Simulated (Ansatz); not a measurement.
## Molecular dynamics of C4H9N

input.yaml

```yaml
crystal:
  periodic: [false, false, false]
  atoms:
    - { symbol: C, position_ang: [-0.886437, 0.770092, 0.250177] }
    - { symbol: C, position_ang: [0.008258, -0.095666, 1.196863] }
    - { symbol: C, position_ang: [1.103612, -0.686808, 0.2553] }
    - { symbol: "N", position_ang: [0.494476, -0.754139, -1.09702] }
    - { symbol: C, position_ang: [-0.342913, 0.470381, -1.191855] }
    - { symbol: H, position_ang: [-1.948753, 0.484039, 0.343425] }
    - { symbol: H, position_ang: [-0.817284, 1.845675, 0.488698] }
    - { symbol: H, position_ang: [-0.584396, -0.911697, 1.649122] }
    - { symbol: H, position_ang: [0.439, 0.493281, 2.024922] }
    - { symbol: H, position_ang: [1.974529, -0.005125, 0.21226] }
    - { symbol: H, position_ang: [1.468355, -1.678625, 0.567897] }
    - { symbol: H, position_ang: [-0.079547, -1.601647, -1.197003] }
    - { symbol: H, position_ang: [0.297184, 1.30604, -1.531981] }
    - { symbol: H, position_ang: [-1.139084, 0.334999, -1.941904] }
basis:
  gaussian: { orbitals: "6-31G" }
hamiltonian:
  xc: pbe
md:
  timestep: 1.0
  n_steps: 250
  ensemble: nve
  temperature: 700.0
  initial_velocities: maxwell_boltzmann
  seed: 952271
scf:
  lower_state_search: "off"
```

Run as:

```bash
$ ansatz run input.yaml --threads 1 --pin off --max-ram 2048MiB --backend cpu --events-out ev --progress --plain --runs-dir out
```

It starts from a relaxed structure.

Output, in part (one step line in 5, the closing report, with atoms numbered from 0):

```
md step     0: t =     0.00 fs  T =   700.0 K  F+E_penalty+E_count = -5775.22453846 eV  E_kin = 1.085784 eV  conserved = -5774.13875447 eV  (15 SCF iters)
md step     5: t =     5.00 fs  T =   374.1 K  F+E_penalty+E_count = -5774.70647749 eV  E_kin = 0.580327 eV  conserved = -5774.12615016 eV  (18 SCF iters)
md step    10: t =    10.00 fs  T =   441.0 K  F+E_penalty+E_count = -5774.81188980 eV  E_kin = 0.684020 eV  conserved = -5774.12787022 eV  (17 SCF iters)
md step    15: t =    15.00 fs  T =   436.5 K  F+E_penalty+E_count = -5774.79910205 eV  E_kin = 0.677043 eV  conserved = -5774.12205876 eV  (17 SCF iters)
md step    20: t =    20.00 fs  T =   347.6 K  F+E_penalty+E_count = -5774.65446094 eV  E_kin = 0.539239 eV  conserved = -5774.11522227 eV  (17 SCF iters)
md step    25: t =    25.00 fs  T =   406.0 K  F+E_penalty+E_count = -5774.74219568 eV  E_kin = 0.629773 eV  conserved = -5774.11242228 eV  (17 SCF iters)
md step    30: t =    30.00 fs  T =   252.0 K  F+E_penalty+E_count = -5774.49966206 eV  E_kin = 0.390814 eV  conserved = -5774.10884815 eV  (18 SCF iters)
md step    35: t =    35.00 fs  T =   310.2 K  F+E_penalty+E_count = -5774.58394143 eV  E_kin = 0.481190 eV  conserved = -5774.10275110 eV  (18 SCF iters)
md step    40: t =    40.00 fs  T =   342.1 K  F+E_penalty+E_count = -5774.64184084 eV  E_kin = 0.530599 eV  conserved = -5774.11124186 eV  (18 SCF iters)
md step    45: t =    45.00 fs  T =   315.9 K  F+E_penalty+E_count = -5774.60022230 eV  E_kin = 0.489926 eV  conserved = -5774.11029625 eV  (18 SCF iters)
md step    50: t =    50.00 fs  T =   327.9 K  F+E_penalty+E_count = -5774.62421163 eV  E_kin = 0.508536 eV  conserved = -5774.11567600 eV  (17 SCF iters)
md step    55: t =    55.00 fs  T =   463.8 K  F+E_penalty+E_count = -5774.84242291 eV  E_kin = 0.719425 eV  conserved = -5774.12299770 eV  (18 SCF iters)
md step    60: t =    60.00 fs  T =   346.0 K  F+E_penalty+E_count = -5774.65534802 eV  E_kin = 0.536610 eV  conserved = -5774.11873793 eV  (18 SCF iters)
md step    65: t =    65.00 fs  T =   390.4 K  F+E_penalty+E_count = -5774.72889152 eV  E_kin = 0.605519 eV  conserved = -5774.12337250 eV  (18 SCF iters)
md step    70: t =    70.00 fs  T =   370.7 K  F+E_penalty+E_count = -5774.69650343 eV  E_kin = 0.574959 eV  conserved = -5774.12154491 eV  (18 SCF iters)
md step    75: t =    75.00 fs  T =   356.0 K  F+E_penalty+E_count = -5774.66755254 eV  E_kin = 0.552200 eV  conserved = -5774.11535275 eV  (18 SCF iters)
md step    80: t =    80.00 fs  T =   384.9 K  F+E_penalty+E_count = -5774.71157348 eV  E_kin = 0.597091 eV  conserved = -5774.11448248 eV  (17 SCF iters)
md step    85: t =    85.00 fs  T =   209.6 K  F+E_penalty+E_count = -5774.43002147 eV  E_kin = 0.325117 eV  conserved = -5774.10490459 eV  (19 SCF iters)
md step    90: t =    90.00 fs  T =   317.7 K  F+E_penalty+E_count = -5774.59530616 eV  E_kin = 0.492758 eV  conserved = -5774.10254773 eV  (19 SCF iters)
md step    95: t =    95.00 fs  T =   265.3 K  F+E_penalty+E_count = -5774.51334503 eV  E_kin = 0.411474 eV  conserved = -5774.10187100 eV  (18 SCF iters)
md step   100: t =   100.00 fs  T =   294.8 K  F+E_penalty+E_count = -5774.55964489 eV  E_kin = 0.457261 eV  conserved = -5774.10238438 eV  (18 SCF iters)
md step   105: t =   105.00 fs  T =   225.1 K  F+E_penalty+E_count = -5774.45487469 eV  E_kin = 0.349087 eV  conserved = -5774.10578741 eV  (17 SCF iters)
md step   110: t =   110.00 fs  T =   469.9 K  F+E_penalty+E_count = -5774.84915342 eV  E_kin = 0.728872 eV  conserved = -5774.12028158 eV  (17 SCF iters)
md step   115: t =   115.00 fs  T =   377.5 K  F+E_penalty+E_count = -5774.70311779 eV  E_kin = 0.585514 eV  conserved = -5774.11760411 eV  (18 SCF iters)
md step   120: t =   120.00 fs  T =   389.9 K  F+E_penalty+E_count = -5774.73353464 eV  E_kin = 0.604819 eV  conserved = -5774.12871600 eV  (18 SCF iters)
md step   125: t =   125.00 fs  T =   464.6 K  F+E_penalty+E_count = -5774.84652003 eV  E_kin = 0.720575 eV  conserved = -5774.12594507 eV  (18 SCF iters)
md step   130: t =   130.00 fs  T =   415.7 K  F+E_penalty+E_count = -5774.77193204 eV  E_kin = 0.644813 eV  conserved = -5774.12711867 eV  (18 SCF iters)
md step   135: t =   135.00 fs  T =   467.5 K  F+E_penalty+E_count = -5774.85211166 eV  E_kin = 0.725116 eV  conserved = -5774.12699603 eV  (18 SCF iters)
md step   140: t =   140.00 fs  T =   402.7 K  F+E_penalty+E_count = -5774.74236820 eV  E_kin = 0.624624 eV  conserved = -5774.11774414 eV  (18 SCF iters)
md step   145: t =   145.00 fs  T =   377.4 K  F+E_penalty+E_count = -5774.71038421 eV  E_kin = 0.585365 eV  conserved = -5774.12501900 eV  (18 SCF iters)
md step   150: t =   150.00 fs  T =   321.2 K  F+E_penalty+E_count = -5774.60653904 eV  E_kin = 0.498173 eV  conserved = -5774.10836644 eV  (17 SCF iters)
md step   155: t =   155.00 fs  T =   391.7 K  F+E_penalty+E_count = -5774.71922399 eV  E_kin = 0.607547 eV  conserved = -5774.11167652 eV  (16 SCF iters)
md step   160: t =   160.00 fs  T =   200.3 K  F+E_penalty+E_count = -5774.41541079 eV  E_kin = 0.310640 eV  conserved = -5774.10477127 eV  (17 SCF iters)
md step   165: t =   165.00 fs  T =   304.4 K  F+E_penalty+E_count = -5774.57482610 eV  E_kin = 0.472188 eV  conserved = -5774.10263851 eV  (17 SCF iters)
md step   170: t =   170.00 fs  T =   299.1 K  F+E_penalty+E_count = -5774.57141940 eV  E_kin = 0.463989 eV  conserved = -5774.10743024 eV  (18 SCF iters)
md step   175: t =   175.00 fs  T =   317.5 K  F+E_penalty+E_count = -5774.60572466 eV  E_kin = 0.492432 eV  conserved = -5774.11329272 eV  (18 SCF iters)
md step   180: t =   180.00 fs  T =   375.4 K  F+E_penalty+E_count = -5774.69991541 eV  E_kin = 0.582343 eV  conserved = -5774.11757258 eV  (18 SCF iters)
md step   185: t =   185.00 fs  T =   350.1 K  F+E_penalty+E_count = -5774.66535826 eV  E_kin = 0.543092 eV  conserved = -5774.12226599 eV  (18 SCF iters)
md step   190: t =   190.00 fs  T =   437.6 K  F+E_penalty+E_count = -5774.80040977 eV  E_kin = 0.678770 eV  conserved = -5774.12163952 eV  (18 SCF iters)
md step   195: t =   195.00 fs  T =   346.1 K  F+E_penalty+E_count = -5774.65126863 eV  E_kin = 0.536799 eV  conserved = -5774.11447006 eV  (18 SCF iters)
md step   200: t =   200.00 fs  T =   369.4 K  F+E_penalty+E_count = -5774.69005679 eV  E_kin = 0.572916 eV  conserved = -5774.11714078 eV  (17 SCF iters)
md step   205: t =   205.00 fs  T =   356.9 K  F+E_penalty+E_count = -5774.66517578 eV  E_kin = 0.553651 eV  conserved = -5774.11152455 eV  (17 SCF iters)
md step   210: t =   210.00 fs  T =   375.8 K  F+E_penalty+E_count = -5774.69423536 eV  E_kin = 0.582868 eV  conserved = -5774.11136698 eV  (18 SCF iters)
md step   215: t =   215.00 fs  T =   284.6 K  F+E_penalty+E_count = -5774.55673281 eV  E_kin = 0.441495 eV  conserved = -5774.11523747 eV  (18 SCF iters)
md step   220: t =   220.00 fs  T =   380.9 K  F+E_penalty+E_count = -5774.70070836 eV  E_kin = 0.590855 eV  conserved = -5774.10985332 eV  (18 SCF iters)
md step   225: t =   225.00 fs  T =   371.0 K  F+E_penalty+E_count = -5774.69155093 eV  E_kin = 0.575517 eV  conserved = -5774.11603403 eV  (18 SCF iters)
md step   230: t =   230.00 fs  T =   358.8 K  F+E_penalty+E_count = -5774.67647178 eV  E_kin = 0.556592 eV  conserved = -5774.11987955 eV  (18 SCF iters)
md step   235: t =   235.00 fs  T =   397.5 K  F+E_penalty+E_count = -5774.73575720 eV  E_kin = 0.616562 eV  conserved = -5774.11919516 eV  (17 SCF iters)
md step   240: t =   240.00 fs  T =   397.6 K  F+E_penalty+E_count = -5774.74579454 eV  E_kin = 0.616718 eV  conserved = -5774.12907643 eV  (18 SCF iters)
md step   245: t =   245.00 fs  T =   559.5 K  F+E_penalty+E_count = -5774.99552104 eV  E_kin = 0.867838 eV  conserved = -5774.12768335 eV  (17 SCF iters)
md step   250: t =   250.00 fs  T =   420.9 K  F+E_penalty+E_count = -5774.77911864 eV  E_kin = 0.652828 eV  conserved = -5774.12629026 eV  (17 SCF iters)
Total energy: -5774.77914192 eV, -212.2192191796 hartree
Atom 0 at    -0.757529     0.879753     0.244407 Å, force     0.541552     1.154094    -0.865931 eV/Å
Atom 1 at     0.018792    -0.073315     1.198538 Å, force     0.062988    -0.000610     0.583051 eV/Å
Atom 2 at     0.938962    -0.915388     0.262096 Å, force    -0.764801    -0.713793    -0.228902 eV/Å
Atom 3 at     0.746883    -0.347158    -1.094648 Å, force    -0.011296     0.475594     1.320838 eV/Å
Atom 4 at    -0.586379     0.199156    -1.165057 Å, force    -1.440477     0.071537     0.357602 eV/Å
Atom 5 at    -1.865270     0.901516     0.400255 Å, force     0.664856     0.611034     0.498572 eV/Å
Atom 6 at    -0.211707     1.892797     0.297249 Å, force    -1.179543    -0.937305    -0.226024 eV/Å
Atom 7 at    -0.694470    -0.718696     1.797867 Å, force     0.752927     0.453900    -0.405898 eV/Å
Atom 8 at     0.661727     0.535189     1.896136 Å, force    -0.628061    -0.495222    -0.222184 eV/Å
Atom 9 at     1.972355    -0.965484     0.568336 Å, force     0.936938     0.584629     0.131503 eV/Å
Atom 10 at     0.648071    -1.983798     0.304001 Å, force    -0.470071    -0.248972    -0.016063 eV/Å
Atom 11 at     1.045473    -0.939099    -1.833805 Å, force     0.390090    -0.736352    -1.088022 eV/Å
Atom 12 at    -0.761971     0.786258    -2.107401 Å, force     0.256774     0.072521     0.806717 eV/Å
Atom 13 at    -1.490185    -0.514572    -1.091642 Å, force     0.888125    -0.291056    -0.645259 eV/Å
Dipole moment:    -0.053229    -0.195577     0.000229 e Å
```

All steps were run. The conserved energy stayed within 3 meV per atom of its start (net change 0.89 meV per atom), so there is no drift, though single steps change it by up to 27 meV in the whole system, a sign of fast motions only just resolved. Over the second half the temperature averaged 0.53 of the 700 K drawn at the start: a run that starts near a minimum puts about half its kinetic energy into the potential. A run of 0.25 ps of so small a system gives no equilibrium averages. Limits of this set-up: no polarisation functions.

The same pairs are bonded in the first frame and the last. Pairs count as bonded within 1.25 times the sum of covalent radii (0.12 Å more for H–H).

Last frame:

```xyz
14
Properties=species:S:1:pos:R:3
C -0.757 0.880 0.244
C 0.019 -0.073 1.198
C 0.939 -0.915 0.262
N 0.747 -0.347 -1.095
C -0.586 0.199 -1.165
H -1.865 0.901 0.400
H -0.212 1.893 0.297
H -0.695 -0.719 1.798
H 0.662 0.535 1.896
H 1.972 -0.966 0.568
H 0.648 -1.984 0.304
H 1.046 -0.939 -1.834
H -0.762 0.786 -2.107
H -1.490 -0.515 -1.092
```

Time of the run: 11 min on 1 thread of Arm Neoverse V1, with other jobs on the host, peak memory 0.11 GiB.
